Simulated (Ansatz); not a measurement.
An Ansatz run on PbTiO3, cubic perovskite left the output below. The start is a rough guess from atomic radii.

Starting structure:
```xyz
5
Lattice="4.3363 0.0000 0.0000 0.0000 4.3363 0.0000 0.0000 0.0000 4.3363" Properties=species:S:1:pos:R:3 pbc="T T T"
Pb    0.0000    0.0000    0.0000
Ti    2.1682    2.1682    2.1682
O     2.1682    2.1682    0.0000
O     2.1682    0.0000    2.1682
O     0.0000    2.1682    2.1682
```

Output, abridged:
```
Crystal: 5 atoms, lattice volume = 81.540 Å³
Basis set: ecut = 420 eV, 1575 PW (Γ)
Bands: 27, of which v1, the nominal top of the filled ones, is band 22 counted from 1 (21 counted from 0)
Symmetry: 48 space group operations
Space group: Pm-3m (ITA 221)
k-points: 20 of 216
preconditioner: auto → Resta (q_TF=auto, 2.462 Å⁻¹)  ε∞=6.0  [insulator: Δε(μ)=1.358 eV  σ=0.020 eV  ℏωp=24.7 eV]
relax step 1: F+E_penalty+E_count = -16110.40477768 eV  P = -25.266 GPa  Ω = 81.540 Å³
relax step 2: F+E_penalty+E_count = -16111.93098587 eV  P = -15.150 GPa  Ω = 70.187 Å³
relax step 3: F+E_penalty+E_count = -16112.29810129 eV  P = +8.229 GPa  Ω = 59.940 Å³
relax step 4: F+E_penalty+E_count = -16112.35285272 eV  P = -0.647 GPa  Ω = 62.854 Å³
relax step 5: F+E_penalty+E_count = -16112.35419722 eV  P = -0.007 GPa  Ω = 62.617 Å³
relax step 6: F+E_penalty+E_count = -16112.33647920 eV  P = -0.581 GPa  Ω = 62.617 Å³  (SCF on a basis re-selected at this cell)
relax step 7: F+E_penalty+E_count = -16112.33760911 eV  P = +0.011 GPa  Ω = 62.408 Å³
relax step 8: F+E_penalty+E_count = -16112.33713227 eV  P = -0.005 GPa  Ω = 62.408 Å³  (SCF on a basis re-selected at this cell)
SCF converged after 6 iterations
Free energy (F): -16112.337132 eV
Fermi energy:    11.300937 eV
--- Per-component energies (eV) ---
  E_band       = -166.805458
  E_kinetic    = 1082.700535
  E_local      = -2587.372680
  E_nonlocal   = 496.324503
  E_hartree    = 991.057336
  E_xc         = -542.436698
  E_vxc        = -540.287214
  E_paw        = -11919.775031
  E_vpaw       = -600.292731
  E_ewald      = -3632.842604
--- Stress (GPa, compression-positive) ---
       -0.005332       0.000000       0.000000
        0.000000      -0.005332       0.000000
        0.000000       0.000000      -0.005332
  P = ⅓ Tr σ = -0.0053 GPa (-0.053 kbar)
--- Relaxed structure (6 steps of the walk, 6 accepted, 2 SCFs on fresh bases) ---
  F+E_penalty+E_count = -16112.33713227 eV
  cell:  # Å, volume = 62.4078 Å³
    - [3.966551, 0.000000, 0.000000]
    - [0.000000, 3.966551, 0.000000]
    - [0.000000, 0.000000, 3.966551]
  atoms:
    - { symbol: Pb, position: [0.000000, 0.000000, 0.000000] }
    - { symbol: Ti, position: [0.500000, 0.500000, 0.500000] }
    - { symbol: O, position: [0.500000, 0.500000, 0.000000] }
    - { symbol: O, position: [0.500000, 0.000000, 0.500000] }
    - { symbol: O, position: [0.000000, 0.500000, 0.500000] }
```

Task: Reconstruct the input.

Result:
```yaml
crystal:
  # lattice and atoms as above
kpoints:
  mp_grid: { grid: [6, 6, 6] }
hamiltonian:
  xc: pbe
scf:
  occupations: { method: fermi_dirac, width: 0.02 }
relax:
  f_tol: 0.005
  cell: {}
```
The relax steps with a changing cell volume need the relax block with cell. Close relatives of this functional can't be ruled out from these lines alone. Keys that aren't typed take their defaults; thresholds and the kind of smearing can't be read off these lines.

Command: `ansatz run input.yaml --threads 4 --pin off --max-ram 7372MiB --backend cpu --events-out ev --progress --plain --runs-dir out`. It took 5.8 s on 4 threads of Arm Neoverse V1 (shared host), load about 0.6 per core; peak host memory 0.42 GiB.

No spin polarisation and no zero-point or thermal motion.
